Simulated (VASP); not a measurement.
# LiCl (Fm-3m) in VASP: settings compared

One crystal, LiCl, is run at these levels: r2SCAN, r2SCAN+rVV10; tasks: relaxation of cell and atoms.

All numbers are computed with VASP 6.6.1; they aren't measurements. Logs are shortened: lines on timing, memory, paths and dates and some standing lists are left out, and cuts for length are marked.

### Step 1. The structure

It takes space group Fm-3m (No. 225, cubic). Conventional cell: a = 5.084 Å, b = 5.084 Å, c = 5.084 Å, α = 90.00°, β = 90.00°, γ = 90.00°. Li (site symmetry m-3m) is surrounded by 6 Cl at 2.54 Å. Cl (site symmetry m-3m) is surrounded by 6 Li at 2.54 Å.

The cell is a database's computed one.

### Step 2. Relaxation of cell and atoms, r2SCAN

INCAR reads:

```
PREC = Accurate
ENCUT = 600
EDIFF = 1E-7
ISMEAR = 0
SIGMA = 0.02
LREAL = F
LASPH = T
NELM = 80
ALGO = Normal
ISIF = 3
LWAVE = F
LCHARG = F
METAGGA = R2SCAN
LMIXTAU = T
IBRION = 2
NSW = 90
EDIFFG = -0.005
```

KPOINTS reads:

```
Automatic mesh
0
Gamma
  8 8 8
```

POSCAR reads:

```
LiCl
1.0
    0.0000000000      2.5421223400      2.5421223400
    2.5421223400      0.0000000000      2.5421223400
    2.5421223400      2.5421223400      0.0000000000
Li Cl
1 1
Direct
    0.0000000000      0.0000000000      0.0000000000
    0.5000000000      0.5000000000      0.5000000000
```

Potentials or basis: VASP PAW PBE potentials, release 64 (Li_sv, Cl).

The run is started by

```
$ cat potpaw_PBE.64/Li_sv/POTCAR potpaw_PBE.64/Cl/POTCAR > POTCAR
$ mpirun -np 1 vasp_std > vasp.out
```

OUTCAR:

```text
PREC = Accurate
   ENCUT = 600
   EDIFF = 1E-7
   ISMEAR = 0
   LREAL = F
   LASPH = T
   NELM = 80
   ISIF = 3
   METAGGA = R2SCAN
   IBRION = 2
   NSW = 90
   EDIFFG = -0.005

 ion  position               nearest neighbor table
   1  0.000  0.000  0.000-   2 2.54   2 2.54   2 2.54   2 2.54   2 2.54   2 2.54
   2  0.500  0.500  0.500-   1 2.54   1 2.54   1 2.54   1 2.54   1 2.54   1 2.54

  LATTYP: Found a face centered cubic cell.
 ALAT       =     5.0842446800

  Lattice vectors:

 A1 = (   0.0000000000,   2.5421223400,   2.5421223400)
 A2 = (   2.5421223400,   0.0000000000,   2.5421223400)
 A3 = (   2.5421223400,   2.5421223400,   0.0000000000)

Analysis of symmetry for initial positions (statically):
=====================================================================
 Subroutine PRICEL returns:
 Original cell was already a primitive cell.

 Routine SETGRP: Setting up the symmetry group for a
 face centered cubic supercell.

 Subroutine GETGRP returns: Found 48 space group operations
 (whereof 48 operations were pure point group operations)
 out of a pool of 48 trial point group operations.

The static configuration has the point symmetry O_h .

Analysis of symmetry for dynamics (positions and initial velocities):
=====================================================================
 Subroutine PRICEL returns:
 Original cell was already a primitive cell.

 Routine SETGRP: Setting up the symmetry group for a
 face centered cubic supercell.

 Subroutine GETGRP returns: Found 48 space group operations
 (whereof 48 operations were pure point group operations)
 out of a pool of 48 trial point group operations.

The dynamic configuration has the point symmetry O_h .

 Subroutine INISYM returns: Found 48 space group operations
 (whereof 48 operations are pure point group operations),
 and found     1 'primitive' translations

----------------------------------------------------------------------------------------

                                     Primitive cell

  volume of cell :      32.8564

  direct lattice vectors                    reciprocal lattice vectors
     0.000000000  2.542122340  2.542122340    -0.196686049  0.196686049  0.196686049
     2.542122340  0.000000000  2.542122340     0.196686049 -0.196686049  0.196686049
     2.542122340  2.542122340  0.000000000     0.196686049  0.196686049 -0.196686049

  length of vectors
     3.595103890  3.595103890  3.595103890     0.340670231  0.340670231  0.340670231

  position of ions in fractional coordinates (direct lattice)
     0.000000000  0.000000000  0.000000000
     0.500000000  0.500000000  0.500000000

  ion indices of the primitive-cell ions
   primitive index   ion index
                 1           1
                 2           2

----------------------------------------------------------------------------------------

 KPOINTS: Automatic mesh

Automatic generation of k-mesh.
 Grid dimensions read from file:
 generate k-points for:    8    8    8

 Generating k-lattice:

  Cartesian coordinates                     Fractional coordinates (reciprocal lattice)
    -0.024585756  0.024585756  0.024585756     0.125000000  0.000000000  0.000000000
     0.024585756 -0.024585756  0.024585756     0.000000000  0.125000000  0.000000000
     0.024585756  0.024585756 -0.024585756     0.000000000  0.000000000  0.125000000

  Length of vectors
     0.042583779  0.042583779  0.042583779

  Shift w.r.t. Gamma in fractional coordinates (k-lattice)
     0.000000000  0.000000000  0.000000000

 Subroutine IBZKPT returns following result:
 ===========================================
[... 58 lines left out ...]
   PSTRESS=    0.0 pullay stress
   NELECT =      10.0000    total number of electrons
   NUPDOWN=      -1.0000    fix difference up-down
   EMIN   =  10.00;   EMAX   =-10.00  energy-range for DOS
   EFERMI =   0.00;   METHOD = LEGACY
   ISMEAR =     0;   SIGMA  =   0.02  broadening in eV -4-tet -1-fermi 0-gaus
   EFERMI_NEDOS =   21; number of points for ismear=-14 and -15
   IALGO  =     38    algorithm
   IMIX   =      4    mixing-type and parameters
     AMIX     =   0.40;   BMIX     =  1.00
     AMIX_MAG =   1.60;   BMIX_MAG =  1.00
  volume/ion in A,a.u.               =      16.43       110.86
  Fermi-wavevector in a.u.,A,eV,Ry     =   1.101206  2.080977 16.499154  1.212654
  Thomas-Fermi vector in A             =   2.237629
   LORBIT       =      0    0 simple, 1 ext, 2 COOP (PROOUT), +10 PAW based schemes
   METAGGA = R2SCAN    functional components
   LHFCALC =     F    Hartree Fock is set to
   AEXX    =    0.0000 exact exchange contribution
   IVDW    =     0    specifies the selected vdW correction
   LEPSILON=     F    determine dielectric tensor
   LRPA    =     F    only Hartree local field effects (RPA)
 conjugate gradient relaxation of ions
 non-spin polarized calculation
 Gauss-broadening in eV      SIGMA  =   0.02
  energy-cutoff  :      600.00
  volume of cell :       32.86
 maximum number of plane-waves:      1108
 NGX is ok and might be reduce to    30
   NGX = 15   NGY = 15   NGZ = 15

--------------------------------------- Ionic step        1  -------------------------------------------

 number of electron      10.0000000 magnetization

 number of electron       9.9999997 magnetization

 Free energy of the ion-electron system (eV)
  ---------------------------------------------------
  ext. energy  EPLUGINS =         0.00000000
  ---------------------------------------------------
  free energy    TOTEN  =       -12.59015620 eV

  energy without entropy =      -12.59015620  energy(sigma->0) =      -12.59015620

------------------------ aborting loop because EDIFF is reached ----------------------------------------

  FORCE on cell =-STRESS in cart. coord.  units (eV):
  Direction    XX          YY          ZZ          XY          YZ          ZX
  --------------------------------------------------------------------------------------
  -------------------------------------------------------------------------------------
  Total        0.0138361      0.0138361      0.0138361     -0.0000000      0.0000000      0.0000000
  in kB        0.6746934      0.6746934      0.6746934     -0.0000000      0.0000000      0.0000000
  external PRESSURE =       0.6746934 kB  Pullay stress =       0.0000000 kB

 VOLUME and BASIS-vectors are now :
 -----------------------------------------------------------------------------
  energy-cutoff  :      600.00
  volume of cell :       32.86
      direct lattice vectors                 reciprocal lattice vectors
     0.000000000  2.542122340  2.542122340    -0.196686049  0.196686049  0.196686049
     2.542122340  0.000000000  2.542122340     0.196686049 -0.196686049  0.196686049
     2.542122340  2.542122340  0.000000000     0.196686049  0.196686049 -0.196686049

 POSITION                                       TOTAL-FORCE (eV/Angst)
 -----------------------------------------------------------------------------------
      0.00000      0.00000      0.00000        -0.000000      0.000000     -0.000000
      2.54212      2.54212      2.54212         0.000000     -0.000000      0.000000
 -----------------------------------------------------------------------------------
    total drift:                               -0.000000     -0.000000      0.000000

  FREE ENERGIE OF THE ION-ELECTRON SYSTEM (eV)
  ---------------------------------------------------
  free  energy   TOTEN  =       -12.5901562001 eV

  energy  without entropy=      -12.5901562001  energy(sigma->0) =      -12.59015620

--------------------------------------- Ionic step        2  -------------------------------------------

 number of electron       9.9999997 magnetization

 Free energy of the ion-electron system (eV)
  ---------------------------------------------------
  ext. energy  EPLUGINS =         0.00000000
  ---------------------------------------------------
  free energy    TOTEN  =       -12.59015035 eV

  energy without entropy =      -12.59015035  energy(sigma->0) =      -12.59015035

 E-fermi :   0.4857     XC(G=0):  -9.2812

 val. band max:        0.3850298878   @ k =   0.0000   0.0000   0.0000
 cond. band min:       7.8509810743   @ k =   0.0000   0.0000   0.0000
 fundamental gap:      7.4659511865
 Fermi energy:         0.4857499875

 k-point     1 :       0.0000    0.0000    0.0000
  band No.  band energies     occupation
      1     -44.3910      2.00000
      2     -13.6912      2.00000
      3       0.3850      2.00000
      4       0.3850      2.00000
      5       0.3850      2.00000
      6       7.8510      0.00000
      7      13.0675      0.00000
      8      13.0675      0.00000
      9      13.0675      0.00000
[... 265 lines left out ...]
 k-point    24 :      -0.3750    0.2500    0.1250
  band No.  band energies     occupation
      1     -44.3879      2.00000
      2     -12.9474      2.00000
      3      -2.2850      2.00000
      4      -0.9938      2.00000
      5      -0.2363      2.00000
      6       9.4628      0.00000
      7      10.5926      0.00000
      8      11.8759      0.00000
      9      13.3138      0.00000

 [... further k-points ...]

------------------------ aborting loop because EDIFF is reached ----------------------------------------

  FORCE on cell =-STRESS in cart. coord.  units (eV):
  Direction    XX          YY          ZZ          XY          YZ          ZX
  --------------------------------------------------------------------------------------
  -------------------------------------------------------------------------------------
  Total        0.0062158      0.0062158      0.0062158     -0.0000000      0.0000000      0.0000000
  in kB        0.3027964      0.3027964      0.3027964     -0.0000000      0.0000000      0.0000000
  external PRESSURE =       0.3027964 kB  Pullay stress =       0.0000000 kB

 VOLUME and BASIS-vectors are now :
 -----------------------------------------------------------------------------
  energy-cutoff  :      600.00
  volume of cell :       32.89
      direct lattice vectors                 reciprocal lattice vectors
    -0.000000000  2.542970764  2.542970764    -0.196620428  0.196620428  0.196620428
     2.542970764  0.000000000  2.542970764     0.196620428 -0.196620428  0.196620428
     2.542970764  2.542970764  0.000000000     0.196620428  0.196620428 -0.196620428

 POSITION                                       TOTAL-FORCE (eV/Angst)
 -----------------------------------------------------------------------------------
      2.54297      0.00000      2.54297         0.000000     -0.000000     -0.000000
      2.54297      2.54297      2.54297        -0.000000      0.000000      0.000000
 -----------------------------------------------------------------------------------
    total drift:                                0.000000     -0.000000      0.000000

  FREE ENERGIE OF THE ION-ELECTRON SYSTEM (eV)
  ---------------------------------------------------
  free  energy   TOTEN  =       -12.5901503476 eV

  energy  without entropy=      -12.5901503476  energy(sigma->0) =      -12.59015035

 reached required accuracy - stopping structural energy minimisation
```

It took 74 s on 1 thread of Intel Xeon 6975P-C (Granite Rapids), shared host; peak memory 0.17 GiB.

Results:

- Free energy: -12.5902 eV
- Relaxed volume: 16.44 Å³/atom
- Relaxed cell: a = 3.596 Å, b = 3.596 Å, c = 3.596 Å, α = 60.00°, β = 60.00°, γ = 60.00°
- Space group after relaxing (to 0.05 Å): Fm-3m (No. 225)
- Energy gained by relaxing: 0.0 meV/atom
- Ionic steps: 2
- Pressure after relaxing: 0.0 GPa
- Band gap on the k mesh: 7.47 eV, direct

Final structure:
```
CELL_PARAMETERS angstrom
0.00000 2.54297 2.54297
2.54297 0.00000 2.54297
2.54297 2.54297 0.00000
ATOMIC_POSITIONS crystal
Li 0.00000 0.00000 0.00000
Cl 0.50000 0.50000 0.50000
```

Caveat: the cutoff is under 1.25 times the usual one of these potentials, so pressure, stress and relaxed cells hold a basis-set (Pulay) error; the PAW data sets were made with another functional, which shifts forces and pressure a little. r2SCAN opens gaps a little over a GGA but as a rule still falls short of measured ones.

### Step 3. Relaxation of cell and atoms, r2SCAN+rVV10

INCAR, as its differences from that of step 2:

```diff
@@ -14,2 +14,6 @@
 LMIXTAU = T
+LUSE_VDW = T
+IVDW_NL = 2
+BPARAM = 11.95
+CPARAM = 0.0093
 IBRION = 2
```

KPOINTS is that of step 2.

POSCAR is that of step 2.

Potentials or basis: VASP PAW PBE potentials, release 64 (Li_sv, Cl).

The run is started by

```
$ cat potpaw_PBE.64/Li_sv/POTCAR potpaw_PBE.64/Cl/POTCAR > POTCAR
$ mpirun -np 1 vasp_std > vasp.out
```

Wall time 4.4 min (1 thread of Intel Xeon 6975P-C (Granite Rapids), shared host); peak memory 0.27 GiB.

Results (log left out):

```
Free energy                            : -12.3216 eV
Relaxed volume                         : 16.15 Å³/atom
Relaxed cell                           : a = 3.575 Å, b = 3.575 Å, c = 3.575 Å, α = 60.00°, β = 60.00°, γ = 60.00°
Space group after relaxing (to 0.05 Å) : Fm-3m (No. 225)
Energy gained by relaxing              : 0.6 meV/atom
Ionic steps                            : 4
Pressure after relaxing                : 0.0 GPa
Band gap on the k mesh                 : 7.52 eV, direct
```

Step by step:
| step | energy change (eV) | largest force (eV/Å) | pressure (GPa) | volume (Å³) |
| --- | --- | --- | --- | --- |
| 1 | 0.0000 | 0.0000 | -0.60 | 32.86 |
| 2 | -0.0009 | 0.0000 | -0.27 | 32.56 |
| 3 | -0.0011 | 0.0000 | -0.18 | 32.48 |
| 4 | -0.0013 | 0.0000 | 0.02 | 32.31 |

Final structure:
```
CELL_PARAMETERS angstrom
0.00000 2.52788 2.52788
2.52788 0.00000 2.52788
2.52788 2.52788 0.00000
ATOMIC_POSITIONS crystal
Li 0.00000 0.00000 0.00000
Cl 0.50000 0.50000 0.50000
```

Levels at points of the mesh, in eV from the valence-band top:
```
           k point  band 3  band 4  band 5  band 6  band 7  band 8
(0.00, 0.00, 0.00)    0.00    0.00    0.00    7.52   12.66   12.66
(0.50, 0.00, 0.00)   -3.04   -0.30   -0.30    7.52   10.29   10.29
(0.50, 0.50, 0.00)   -3.16   -1.22   -1.22    8.80    8.84   13.92
```

Caveat: the cutoff is under 1.25 times the usual one of these potentials, so pressure, stress and relaxed cells hold a basis-set (Pulay) error; the PAW data sets were made with another functional, which shifts forces and pressure a little.
